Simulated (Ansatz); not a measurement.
## BeS under strong compression

```
Be S
1.0
     0.00000    2.43515    2.43515
     2.43515    0.00000    2.43515
     2.43515    2.43515    0.00000
Be S
1 1
Direct
  0.00000 0.00000 0.00000
  0.25000 0.25000 0.25000
```

The base volume is that of a database entry, with shape and atoms relaxed on PAW files at held volume, so it needn't be at zero pressure; the structure needn't be the stable phase, at rest or compressed.

Its volume is scaled, and at each volume shape and atoms are relaxed on PAW files; all methods then take that cell.

Computed with Ansatz 0.2.0; functional PBE, scalar-relativistic. Settings: a Γ-centred 10×10×10 k mesh, Fermi–Dirac smearing of 0.03 eV, no spin polarisation. Methods: LAPW: all electrons, basis error target 1 meV/atom; PAW: frozen-core files, cutoff 420 eV; norm-conserving: pseudopotentials, cutoff 1800 eV.

Energies are extrapolated to zero smearing and count from the unscaled cell; pressure is positive in compression; gaps take the mesh and a band path. No temperature or zero-point motion is included.

| V/V0 | V (Å³/atom) | P LAPW (GPa) | ΔE LAPW (eV/atom) | P PAW − LAPW (GPa) | ΔE PAW − LAPW (meV/atom) | gap (eV) | space group | shortest distance (Å) |
| --- | --- | --- | --- | --- | --- | --- | --- | --- |
| 1.00 | 14.44 | ? | 0.000 | 0.02 | 0.0 | 3.14 | F-43m | 2.109 |
| 0.90 | 13.00 | 12.39 | 0.053 | 0.05 | 0.3 | 2.88 | F-43m | 2.036 |
| 0.55 | 7.94 | 168.7 | 2.150 | 0.30 | 5.4 | 0.99 | F-43m | 1.728 |
| 0.50 | 7.22 | 231.5 | 3.044 | 0.32 | 6.9 | 0.52 | F-43m | 1.674 |

Question: Fill in "P LAPW (GPa)" for the row "1.00".

Answer: 0.31.

Question: At the smallest volume, how far does norm-conserving lie from LAPW in pressure?

Answer: norm-conserving: +0.76 GPa, on a LAPW pressure of 231.5 GPa.

Question: How do the Löwdin populations by LAPW change from the unscaled cell to the last row?

Answer: Be 2s 0.61 → 0.53, S 3s 1.80 → 1.70, S 3p 5.28 → 5.34 electrons an atom. These are projections on the shells that the free atoms fill; 0.31 e a cell lies outside them at the start and 0.47 e at the end.
